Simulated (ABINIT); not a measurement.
Runs of ABINIT 10.8.3 (patched build) on SrO. Symmetry: Fm-3m, No. 225, cubic system. Conventional cell: a = 5.133 Å, b = 5.133 Å, c = 5.133 Å, α = 90.00°, β = 90.00°, γ = 90.00°. Sr (site symmetry m-3m) has 6 O at 2.57 Å as nearest neighbours. Around O (site symmetry m-3m) lie 6 Sr at 2.57 Å. 

| task | level | potentials or basis | k mesh | cutoff (eV) | fine-grid cutoff | mesh quality | gap on the mesh (eV) | pressure (GPa) | V0 of scaled cells (Å³/atom) | B0 (GPa) |
| --- | --- | --- | --- | --- | --- | --- | --- | --- | --- | --- |
| band structure | HCTH407 | JTH PAW PBE v2.0 | 9 × 9 × 9 | 626 | 1224.51 eV | not flagged | 3.83 | 5.5 | - | - |
| equation of state | BLYP+D2 | JTH PAW PBE v2.0 | 9 × 9 × 9 | 626 | 1224.51 eV | not flagged | - | - | (b) | 99 |
| equation of state | BLYP+D3(BJ) | JTH PAW PBE v2.0 | 9 × 9 × 9 | 626 | 1224.51 eV | not flagged | - | - | 16.96 | 92 |
| band structure | LDA | PseudoDojo NC SR LDA v0.4.1 standard | 9 × 9 × 9 | 1143 | - | not flagged | 3.22 | -4.0 | - | - |
| band structure | BP86 | JTH PAW PBE v2.0 | 9 × 9 × 9 | 626 | 1224.51 eV | not flagged | (a) | 2.7 | - | - |
| band structure | TB-mBJ | JTH PAW LDA v2.0 | 9 × 9 × 9 | 762 | 1360.57 eV | not flagged | 5.12 | - | - | - |
| single point | r2SCAN | JTH PAW PBE v2.0 | 12 × 12 × 12 | 762 | 1360.57 eV | not flagged | 3.80 | - | - | - |
| band structure | LDA-PZ | JTH PAW LDA v2.0 | 9 × 9 × 9 | 626 | 1224.51 eV | not flagged | 3.21 | -4.1 | - | - |
| equation of state | AM05 | JTH PAW PBE v2.0 | 9 × 9 × 9 | 626 | 1224.51 eV | not flagged | - | - | 16.95 | (c) |
| single point | PBE | JTH PAW PBE v2.0 | 4 × 4 × 4 | 626 | 1224.51 eV | coarse | 3.30 | 3.1 | - | - |
| band structure | rPW86PBE | JTH PAW PBE v2.0 | 9 × 9 × 9 | 626 | 1224.51 eV | not flagged | (d) | 5.5 | - | - |
| single point | PBE | JTH PAW PBE v2.0 | 7 × 7 × 7 | 626 | 1224.51 eV | not flagged | 3.41 | 3.0 | - | - |

Alike in all rows: no spin polarisation; cell as given; smearing fermi-dirac 0.05 eV.

Task: Fill in the values left out.

Result: (a) 3.39; (b) 16.77; (c) 89; (d) 3.40.

Caveats: some runs use coarse meshes; the PAW data sets were made with another functional, which shifts forces and pressure a little (some runs); pressures at fixed basis lie under the slope of the energies (some runs); the constant c of TB-mBJ comes from the pseudo density here, which moves gaps by up to 0.3 eV between sets of potentials (some runs); an odd mesh through Γ misses points on the zone boundary, where band edges often lie (some runs).

A k mesh can miss the band edges, and the runs leave out spin-orbit coupling on Sr.

Not every run made on this cell is shown here.
